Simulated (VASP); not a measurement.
The system is Nb.

```
Nb
1.0
     0.00000    2.11500    2.11500
     2.11500    0.00000    2.11500
     2.11500    2.11500    0.00000
Nb
1
Direct
  0.00000 0.00000 0.00000
```

This isn't the form of Nb at room conditions, which is bcc.

| Item | Value |
| --- | --- |
| Program | VASP 6.6.1 |
| Task | single point |
| Functional | PBE |
| Potentials or basis | VASP PAW PBE potentials, release 64 (Nb_sv) |
| Cutoff | 520 eV |
| k mesh | 11 × 11 × 11 |
| Occupations | fermi-dirac, width 0.05 eV |
| Spin | no spin polarisation |

On this cell: pressure -2.1 GPa; band gap on the k mesh none (metal or under the smearing width).

The same run follows on a disturbed copy (cell strained at random at fixed volume):

```xyz
1
Lattice="-0.0410 2.1934 2.1088 2.0464 0.0498 2.0180 2.1263 2.1824 -0.0300" Properties=species:S:1:pos:R:3 pbc="T T T"
Nb   -0.0098    0.0653    0.0554
```

Task: What does the disturbed cell give?

Result: The energy (extrapolated to zero smearing) moves by -19.1 meV/atom; pressure -2.5 GPa; band gap on the k mesh none (metal or under the smearing width).

Stress tensor (GPa, compression positive):
```
-3.14  0.42 -1.81
 0.42  2.16  0.98
-1.81  0.98 -6.52
```

The energy falls, though the first cell shows no forces: that form is unstable against this distortion, unless noise or another electronic state is at work.
